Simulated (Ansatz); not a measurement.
Bands of BAs

```yaml
crystal:
  lattice:
    - [0.00000, 2.30685, 2.30685]
    - [2.30685, 0.00000, 2.30685]
    - [2.30685, 2.30685, 0.00000]
  atoms:
    - { symbol: B, position: [0.00000, 0.00000, 0.00000] }
    - { symbol: As, position: [0.50000, 0.50000, 0.50000] }
```

Atom numbers follow the list: B1, As2.

The cell was built from the rocksalt type and relaxed in the same program, and has space group Fm-3m; it needn't be a known or the stable phase.

Method: DFT, PBE, all-electron LAPW, scalar-relativistic (Ansatz 0.2.0).

Numerical set-up: a Γ-centred 14×14×14 k mesh, Fermi–Dirac smearing of 0.05 eV, basis error target 0.5 meV/atom, no spin polarisation.

Points in fractions of the reciprocal vectors of this cell: Γ (0, 0, 0), X (0.5, 0, 0.5), U (0.625, 0.25, 0.625), K (0.375, 0.375, 0.75), L (0.5, 0.5, 0.5), W (0.5, 0.25, 0.75). The path joins them by straight lines in the order Γ–X–U–K–Γ–L–W–X; legs that retrace an earlier one aren't tabulated. Energies are in eV from the Fermi level.

Problem. Metal or insulator at this level of theory?

Solution. No gap opens: metallic or semimetallic.

Problem. Tabulate bands 10 to 16, counted from the lowest band of the run, along the path.

Solution. 
```tsv
k (1/Å)	point	band 10	band 11	band 12	band 13	band 14	band 15	band 16
0.00	Γ	-36.06	-15.90	-0.02	-0.02	-0.02	3.44	7.66
0.34		-36.06	-15.50	-1.13	-0.85	-0.85	3.85	5.46
0.68		-36.05	-14.32	-2.75	-2.28	-2.28	-0.59	5.35
1.02		-36.05	-12.43	-5.49	-3.34	-3.34	-2.97	4.13
1.36	X	-36.04	-10.72	-7.87	-3.72	-3.72	-3.39	3.72
1.48		-36.04	-10.70	-7.82	-4.63	-3.66	-2.59	3.98
1.60		-36.05	-10.62	-7.67	-5.71	-3.50	-1.79	4.73
1.72		-36.05	-10.55	-7.42	-6.71	-3.22	-1.13	5.88
1.84	U	-36.05	-10.57	-7.49	-7.08	-2.83	-0.56	7.28
2.05		-36.05	-10.66	-7.83	-6.42	-3.75	0.99	5.80
2.26		-36.05	-10.72	-7.97	-5.48	-4.93	2.85	3.98
2.47		-36.05	-10.66	-7.83	-6.42	-3.75	0.99	5.80
2.68	K	-36.05	-10.57	-7.49	-7.08	-2.83	-0.56	7.28
3.04		-36.05	-12.12	-7.37	-5.51	-1.02	1.16	4.32
3.40		-36.05	-14.14	-5.17	-3.31	1.57	2.09	3.25
3.76		-36.06	-15.45	-2.20	-1.05	0.47	4.52	5.13
4.12	Γ	-36.06	-15.90	-0.02	-0.02	-0.02	3.44	7.66
4.42		-36.06	-15.60	-1.92	-0.04	-0.04	4.24	6.36
4.71		-36.06	-14.72	-5.04	0.03	0.03	4.29	4.29
5.01		-36.05	-13.33	-7.97	0.39	0.39	2.51	2.51
5.30	L	-36.05	-12.15	-9.69	1.07	1.07	1.33	1.33
5.54		-36.05	-11.97	-9.49	-1.10	-0.84	2.02	2.54
5.78		-36.05	-11.45	-8.91	-3.54	-2.99	2.43	3.32
6.02		-36.05	-10.72	-7.97	-5.48	-4.93	2.85	3.98
6.26	W	-36.04	-10.27	-6.90	-6.34	-6.34	3.06	4.29
6.43		-36.04	-10.35	-6.99	-6.64	-5.55	1.54	5.89
6.60		-36.04	-10.52	-7.47	-5.92	-4.73	-0.31	5.53
6.77		-36.04	-10.67	-7.77	-4.87	-4.02	-2.02	4.22
6.95	X	-36.04	-10.72	-7.87	-3.72	-3.72	-3.39	3.72
```
